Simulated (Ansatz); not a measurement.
# Al (Fm-3m) in Ansatz: reference runs

How does Al come out in PBE? The cell is run as given and disturbed.

Program: Ansatz 0.2.0. These are calculated values, not measurements. Logs are shortened: lines on timing, memory, paths and dates and some standing lists are left out, and cuts for length are marked.

**Measured values to compare with.**

From “The interpretation of polycrystalline coherent inelastic neutron scattering from aluminium”, 2013, pmc:3831299, for a bulk crystal of Al: bulk modulus 76.9 GPa.

The results are compared with them further down.

### 1 The crystal as given

Symmetry: Fm-3m, No. 225, cubic system. Conventional cell: a = 4.050 Å, b = 4.050 Å, c = 4.050 Å, α = 90.00°, β = 90.00°, γ = 90.00°. Al (site symmetry m-3m) is surrounded by 12 Al at 2.86 Å.

### 2 Single point, PBE

Input file input.yaml:

```yaml
crystal:
  lattice:
    - [0.0, 2.024805, 2.024805]
    - [2.024805, 0.0, 2.024805]
    - [2.024805, 2.024805, 0.0]
  atoms:
    - { symbol: Al, position: [0.0, 0.0, 0.0] }
kpoints:
  mp_grid: { grid: [11, 11, 11] }
scf:
  occupations: { method: fermi_dirac, width: 0.05 }
hamiltonian:
  xc: pbe
  pseudopotentials: { kind: all_electron, lapw: { basis_error: 0.001 } }
output:
  forces: true
  stress: true
  eigenvalues: true
  populations: true
```

Potentials or basis: all-electron LAPW, scalar-relativistic.

Started as:

```console
$ ansatz run input.yaml --threads 1 --pin off --max-ram 2560MiB --backend cpu --events-out ev --progress --plain --runs-dir out
```

What it wrote:

```text
Warning: RAYON_NUM_THREADS=1 ignored (pool sized by the plan → 1); use --threads N
Al: projections on atomic orbitals take those of the free atom 1s2 2s2 2p6 3s2 3p1, of charge +0.00 (hamiltonian.pseudopotentials.projection_atoms)
LAPW: plane waves up to 5.846 Å⁻¹, error target 1.0e-3 eV per atom; small_component_spin mean_spin; Al in spheres of 1.432 Å, 11 of its electrons in bands, Dirac shells [] (how accurate: hamiltonian.pseudopotentials.lapw.basis_error, Limitations)
Engine: ansatz 0.2.0, aarch64-unknown-linux-gnu
Pseudopotentials: kind: all_electron
Pseudopotential: Al, LAPW, valence charge 11, lapw/all_electron/scalar/gaussian/Al, Koelling and Harmon's equation, gaussian nucleus
Functional definition: PBE
  parameter kappa = 0.804
  parameter beta = 0.06672455060314922
  exchange = pbe_x(kappa = kappa, mu = beta*pi^2/3)
  correlation = pbe_c(beta = beta)
Crystal: 1 atoms, lattice volume = 16.603 Å³
Basis set: ecut = 130.19315883582428 eV, 59 PW (Γ), exchange–correlation at level 2
Bands: 10, of which v1, the nominal top of the filled ones, is band 6 counted from 1 (5 counted from 0)
Symmetry: 48 space group operations
Space group: Fm-3m (ITA 225), of the structure as read, at distance tolerance 2.6e-5 Å
k-points: 56 of 1331
Non-local potential: Al, projectors of the file, none
Initial density: superposition of atomic densities (chi_scale 0.1, normalization cell)
Initial wavefunctions: plane waves of lowest kinetic energy (no species holds an atomic orbital)
Functional: x = pbe(κ = 0.804, μ = 0.2195149727645171), c = pbe(β = 0.06672455060314922)
iter 1 solved again at ethr=9.75e-5 eV; its pass at ethr=1.00e-1 eV (dr2=1.07e-2 eV) is discarded
SCF iter   1: F=—  HF=-6607.557729 eV  |F-HF|=—  |Δ(HF+E_count)|=         —  Δρ=1.09e-2  dr2=1.08e-2  ethr=9.75e-5  ⟨swp⟩=3.2  Hψ=4296  notcnv=0
preconditioner: auto → none  [metal: Δε(μ)=0.045 eV  Ē_g=13.200 eV  σ=0.050 eV  W_gap=0.22  n_scr=0 (ndim 8)  ℏωp=15.8 eV  f_vac=0.000  D(μ)=0.54/eV (n_scr^D=0)]
SCF iter   2: F=—  HF=-6607.537673 eV  |F-HF|=—  |Δ(HF+E_count)|=   2.01e-2  Δρ=5.19e-3  dr2=2.52e-3  ethr=9.75e-5  ⟨swp⟩=2.0  Hψ=1555  notcnv=0
iter 3 solved again at ethr=9.87e-8 eV; its pass at ethr=2.29e-5 eV (dr2=1.09e-5 eV) is discarded
SCF iter   3: F=—  HF=-6607.533190 eV  |F-HF|=—  |Δ(HF+E_count)|=   4.48e-3  Δρ=2.94e-4  dr2=1.09e-5  ethr=9.87e-8  ⟨swp⟩=2.1  Hψ=2651  notcnv=0
SCF iter   4: F=—  HF=-6607.533171 eV  |F-HF|=—  |Δ(HF+E_count)|=   1.91e-5  Δρ=7.33e-5  dr2=8.91e-7  ethr=9.87e-8  ⟨swp⟩=2.0  Hψ=1539  notcnv=0
SCF iter   5: F=-6607.533171 eV  HF=-6607.533171 eV  |F-HF|=1.74e-9  |Δ(HF+E_count)|=   6.54e-9  Δρ=2.75e-6  dr2=8.12e-10  ethr=8.10e-9  ⟨swp⟩=2.0  Hψ=1539  notcnv=0
SCF 1 converged in 5 iterations: F = -6607.533171 eV  dr2 = 8.12e-10
SCF converged after 5 iterations
Free energy (F): -6607.533171 eV
Harris-Foulkes:  -6607.533171 eV  (|F-HF|=1.74e-9)
Internal energy: -6607.529162 eV  (E = F + TS)
E sigma→0 (E₀):  -6607.531166 eV
Entropy (-TS):   -0.004010 eV (-4.010 meV/atom)
Fermi energy:    9.756469 eV
--- Per-component energies (eV) ---
  E_band       = -502.367851
  E_kinetic    = 6620.909869
  E_xc         = -507.139279
  E_electrostatic = -12721.299751  (all electrons and nuclei)
  E_smearing   = -0.004010  (= −TS)
  E_closure    = 0.000000  (closes the sum)
  E_atoms      = -6603.782923  (free atoms, spherical and without spin; not in F)
  Σ components = -6607.533171   (vs F -6607.533171, Δ=0.00e0)
  Basis errors (estimates in eV, not in F): energy 3.0e-4 per atom: plane waves 2.7e-4 (1.4e-4 summed), levels above the bands 3.9e-124, relativity 1.0e-8, radial functions 2.9e-5, core shells 1.7e-16; eigenvalues (radial functions only) 5.7e-5; not estimated: angular momenta, meshes, grids; target (lapw.basis_error) 1.0e-3; muffin-tin radii Al 1.432 Å
--- Forces (eV/Å), atoms counted from 1 ---
  atom   1  Al    -0.00000000    -0.00000000     0.00000000
  max |Σ_I F_I| component: 3.29e-32 eV/Å
--- Stress (GPa, compression-positive) ---
       -0.428295      -0.000000       0.000000
       -0.000000      -0.428295      -0.000000
        0.000000      -0.000000      -0.428295
  P = ⅓ Tr σ = -0.4283 GPa (-4.283 kbar)
--- Band table (eV; the first three rows and the last of 56) ---
  k-point 0: bands = ["-93.7009", "-55.1536", "-55.1536", "-55.1536", "-1.3471", "22.3186", "22.3186", "22.3186", "23.7750", "23.7750"]
  k-point 1: bands = ["-93.7007", "-55.1553", "-55.1539", "-55.1539", "-1.1232", "19.4051", "21.6748", "21.6748", "24.4483", "24.7556"]
  k-point 2: bands = ["-93.7001", "-55.1599", "-55.1546", "-55.1546", "-0.4539", "15.7645", "20.9436", "20.9436", "24.2165", "25.5726"]
  k-point 55: bands = ["-93.6974", "-55.1689", "-55.1677", "-55.1617", "8.3594", "8.6143", "10.0169", "11.8942", "23.6141", "26.4462"]
--- Löwdin populations: 1 site ---
  site symbol       q [e]
     0     Al     12.9552
  spilling = 0.003449 (of n_electrons = 13.000000)
```

It took 1.8 s on 1 thread of Arm Neoverse V2, shared host; peak memory 0.19 GiB.

What came out:

```yaml
Free_energy: -6607.5332 eV
Pressure: -0.4 GPa
Band_gap_on_the_k_mesh: none (metal or under the smearing width)
```

### 3 Equation of state, PBE

Potentials or basis: all-electron LAPW, scalar-relativistic.

No new run: the results of the series are fitted here.

Results:

| Item | Value |
| --- | --- |
| Equilibrium volume | 16.51 Å³/atom |
| Bulk modulus | 79 GPa |
| Pressure derivative of the bulk modulus | 4.4 |

Energy against volume, from the lowest point:
| volume (Å³/atom) | energy (meV/atom) |
| --- | --- |
| 15.607 | 13.37 |
| 15.939 | 5.08 |
| 16.271 | 0.76 |
| 16.603 | 0.00 |
| 16.935 | 2.42 |
| 17.267 | 7.72 |
| 17.599 | 15.57 |

### 4 Single point, PBE (cell strained at random at fixed volume)

Edit input.yaml of step 2 so:

```diff
@@ -2,7 +2,7 @@
   lattice:
-    - [0.0, 2.024805, 2.024805]
-    - [2.024805, 0.0, 2.024805]
-    - [2.024805, 2.024805, 0.0]
+    - [0.047894, 1.969142, 2.026853]
+    - [2.043256, -0.008354, 2.083101]
+    - [2.040582, 2.022715, -0.005679]
   atoms:
-    - { symbol: Al, position: [0.0, 0.0, 0.0] }
+    - { symbol: Al, position: [0.005978, -0.013119, 0.021168] }
 kpoints:
```

Potentials or basis: all-electron LAPW, scalar-relativistic.

Started as:

```console
$ ansatz run input.yaml --threads 1 --pin off --max-ram 2560MiB --backend cpu --events-out ev --progress --plain --runs-dir out
```

What it wrote:

```text
Warning: RAYON_NUM_THREADS=1 ignored (pool sized by the plan → 1); use --threads N
Al: projections on atomic orbitals take those of the free atom 1s2 2s2 2p6 3s2 3p1, of charge +0.00 (hamiltonian.pseudopotentials.projection_atoms)
LAPW: plane waves up to 6.029 Å⁻¹, error target 1.0e-3 eV per atom; small_component_spin mean_spin; Al in spheres of 1.405 Å, 11 of its electrons in bands, Dirac shells [] (how accurate: hamiltonian.pseudopotentials.lapw.basis_error, Limitations)
[... 8 set-up lines as earlier in the session ...]
Crystal: 1 atoms, lattice volume = 16.603 Å³
Basis set: ecut = 138.46719850049104 eV, 59 PW (Γ), exchange–correlation at level 2
Bands: 10, of which v1, the nominal top of the filled ones, is band 6 counted from 1 (5 counted from 0)
Symmetry: 2 space group operations
Space group: P-1 (ITA 2), of the structure as read, at distance tolerance 2.6e-5 Å
k-points: 666 of 1331
[... 4 set-up lines as earlier in the session ...]
iter 1 solved again at ethr=1.25e-4 eV; its pass at ethr=1.00e-1 eV (dr2=1.37e-2 eV) is discarded
SCF iter   1: F=—  HF=-6607.552315 eV  |F-HF|=—  |Δ(HF+E_count)|=         —  Δρ=1.20e-2  dr2=1.38e-2  ethr=1.25e-4  ⟨swp⟩=3.2  Hψ=50934  notcnv=0
preconditioner: auto → none  [metal: Δε(μ)=0.017 eV  Ē_g=13.192 eV  σ=0.050 eV  W_gap=0.08  n_scr=0 (ndim 8)  ℏωp=15.8 eV  f_vac=0.000  D(μ)=0.36/eV (n_scr^D=0)]
SCF iter   2: F=—  HF=-6607.532387 eV  |F-HF|=—  |Δ(HF+E_count)|=   1.99e-2  Δρ=5.69e-3  dr2=3.15e-3  ethr=1.25e-4  ⟨swp⟩=2.0  Hψ=18529  notcnv=0
iter 3 solved again at ethr=9.78e-8 eV; its pass at ethr=2.86e-5 eV (dr2=1.08e-5 eV) is discarded
SCF iter   3: F=—  HF=-6607.527926 eV  |F-HF|=—  |Δ(HF+E_count)|=   4.46e-3  Δρ=2.99e-4  dr2=1.08e-5  ethr=9.78e-8  ⟨swp⟩=2.1  Hψ=31887  notcnv=0
SCF iter   4: F=—  HF=-6607.527906 eV  |F-HF|=—  |Δ(HF+E_count)|=   1.91e-5  Δρ=7.31e-5  dr2=8.62e-7  ethr=9.78e-8  ⟨swp⟩=2.0  Hψ=18366  notcnv=0
SCF iter   5: F=-6607.527907 eV  HF=-6607.527906 eV  |F-HF|=1.62e-9  |Δ(HF+E_count)|=   1.27e-8  Δρ=2.98e-6  dr2=8.95e-10  ethr=7.83e-9  ⟨swp⟩=2.0  Hψ=18366  notcnv=0
SCF 1 converged in 5 iterations: F = -6607.527907 eV  dr2 = 8.95e-10
SCF converged after 5 iterations
Free energy (F): -6607.527907 eV
Harris-Foulkes:  -6607.527906 eV  (|F-HF|=1.62e-9)
Internal energy: -6607.525038 eV  (E = F + TS)
E sigma→0 (E₀):  -6607.526472 eV
Entropy (-TS):   -0.002868 eV (-2.868 meV/atom)
Fermi energy:    9.785111 eV
--- Per-component energies (eV) ---
  E_band       = -502.360601
  E_kinetic    = 6620.966056
  E_xc         = -507.145764
  E_electrostatic = -12721.345331  (all electrons and nuclei)
  E_smearing   = -0.002868  (= −TS)
  E_closure    = 0.000000  (closes the sum)
  E_atoms      = -6603.782923  (free atoms, spherical and without spin; not in F)
  Σ components = -6607.527907   (vs F -6607.527907, Δ=0.00e0)
  Basis errors (estimates in eV, not in F): energy 3.2e-4 per atom: plane waves 2.7e-4 (1.4e-4 summed), levels above the bands 3.1e-122, relativity 3.4e-9, radial functions 4.7e-5, core shells 1.9e-13; eigenvalues (radial functions only) 4.3e-5; not estimated: angular momenta, meshes, grids; target (lapw.basis_error) 1.0e-3; muffin-tin radii Al 1.405 Å
--- Forces (eV/Å), atoms counted from 1 ---
  atom   1  Al     0.00000000     0.00000000     0.00000000
  max |Σ_I F_I| component: 0.00e0 eV/Å
--- Stress (GPa, compression-positive) ---
        0.646200      -0.726677      -1.153723
       -0.726677       0.551575       1.520412
       -1.153723       1.520412      -1.899738
  P = ⅓ Tr σ = -0.2340 GPa (-2.340 kbar)
--- Band table (eV; the first three rows and the last of 666) ---
  k-point 0: bands = ["-93.6991", "-55.1560", "-55.1530", "-55.1457", "-1.3484", "21.7768", "22.0455", "23.1339", "23.2722", "23.4041"]
  k-point 1: bands = ["-93.6989", "-55.1568", "-55.1540", "-55.1460", "-1.1287", "19.0519", "21.2757", "22.3111", "24.2631", "24.4511"]
  k-point 2: bands = ["-93.6983", "-55.1603", "-55.1556", "-55.1468", "-0.4718", "15.4624", "20.5750", "21.5840", "24.4611", "25.0213"]
  k-point 665: bands = ["-93.6958", "-55.1704", "-55.1608", "-55.1575", "5.3386", "6.2977", "17.7766", "18.8361", "20.8062", "22.3529"]
--- Löwdin populations: 1 site ---
  site symbol       q [e]
     0     Al     12.9559
  spilling = 0.003389 (of n_electrons = 13.000000)
```

populations.tsv:

```text
# site	symbol	l	j	q
# orbitals = lowdin
# n_electrons = 13.000000
# spilling = 0.003389
# projection_atom_Al: 1s2 2s2 2p6 3s2 3p1
0	Al	0_1S	-	1.999781
0	Al	0_2S	-	1.981374
0	Al	0_3S	-	0.959713
0	Al	1_2P	-	5.994448
0	Al	1_3P	-	2.020627
```

Wall time 13 s (1 thread of Arm Neoverse V2, shared host); peak memory 0.36 GiB.

What came out:

```
Free energy            : -6607.5279 eV
Pressure               : -0.2 GPa
Band gap on the k mesh : none (metal or under the smearing width)
```

### 5 Summary

```csv
task,cell,cutoff (eV),basis error allowed,gap on the mesh (eV),pressure (GPa)
single point,as given,130,0.001 eV/atom,none,-0.4
equation of state,as given,-,0.0005 eV/atom,-,-
single point,cell strained at random at fixed volume,138,0.001 eV/atom,none,-0.2
```

Alike in all rows: level PBE; potentials or basis all-electron LAPW, scalar-relativistic; no spin polarisation; k mesh 11 × 11 × 11; smearing fermi-dirac 0.05 eV.

Compare energies only between runs with the same functional and basis.

### 6 Against experiment

Step 3. A measured bulk modulus of Al is 76.9 GPa (quoted in “The interpretation of polycrystalline coherent inelastic neutron scattering from aluminium”, 2013, pmc:3831299); the calculated 79 GPa misses it by +2.5 %. The fit is for a static lattice scaled at fixed shape and fixed fractional positions. The cell as given is a measured one (16.60 Å³/atom); PBE puts the equilibrium volume -0.6 % from it, thermal expansion not counted.
